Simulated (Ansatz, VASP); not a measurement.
## KBr: VASP beside Ansatz

INCAR

```
  ALGO = Normal
  EDIFF = 1E-7
  ENCUT = 520
  GGA = PE
  ISIF = 2
  ISMEAR = 0
  LASPH = T
  LCHARG = F
  LREAL = F
  LWAVE = F
  NBANDS = 15
  NELM = 60
  PREC = Accurate
  SIGMA = 0.05
```

File KPOINTS:

```
k-points
0
Gamma
  6 6 6
```

POSCAR

```
KBr
1.0
    0.0000000000      3.2431125000      3.3418875000
    3.2431125000      0.0000000000      3.3418875000
    3.2431125000      3.2431125000      0.0000000000
K Br
1 1
Direct
    0.0000000000      0.0000000000      0.0000000000
    0.5000000000      0.5000000000      0.5000000000
```

Input for Ansatz:

```yaml
crystal:
  lattice:
    - [0.0, 3.2431125, 3.3418875]
    - [3.2431125, 0.0, 3.3418875]
    - [3.2431125, 3.2431125, 0.0]
  atoms:
    - { symbol: K, position: [0.0, 0.0, 0.0] }
    - { symbol: Br, position: [0.5, 0.5, 0.5] }
basis:
  ecutwfc: 420
kpoints:
  mp_grid: { grid: [6, 6, 6] }
hamiltonian:
  xc: pbe
scf:
  occupations: { method: gaussian, width: 0.05 }
output:
  forces: true
  stress: true
  eigenvalues: true
```

Change from the starting cell: strain -0.015 along x and y, +0.015 along z, atoms carried along.

Alike in both runs: task single point; functional PBE; k mesh 6 × 6 × 6; occupations gaussian, width 0.05 eV; no spin polarisation.

|  | VASP | Ansatz |
| --- | --- | --- |
| version | VASP 6.6.1 | Ansatz 0.2.0 |
| potentials or method | VASP PAW PBE potentials, release 64 (K_sv, Br) | scalar-relativistic, plane waves, PAW |
| plane-wave cutoff (eV) | 520 | 420 |
| valence electrons in the cell | 16 | 16 |

Ansatz gave:

* gap on the k mesh at the Fermi level (eV): 4.49
* least direct gap on the mesh (eV): 4.49
* pressure (GPa): 1.2
* largest component of the traceless stress (GPa): 0.70

**Question.** Estimate VASP's values.

**Answer.** gap on the k mesh at the Fermi level (eV): 4.49; least direct gap on the mesh (eV): 4.49; pressure (GPa): 1.2; largest component of the traceless stress (GPa): 0.71.

With one functional, cell and mesh, what is left measures potentials, basis and numerics.
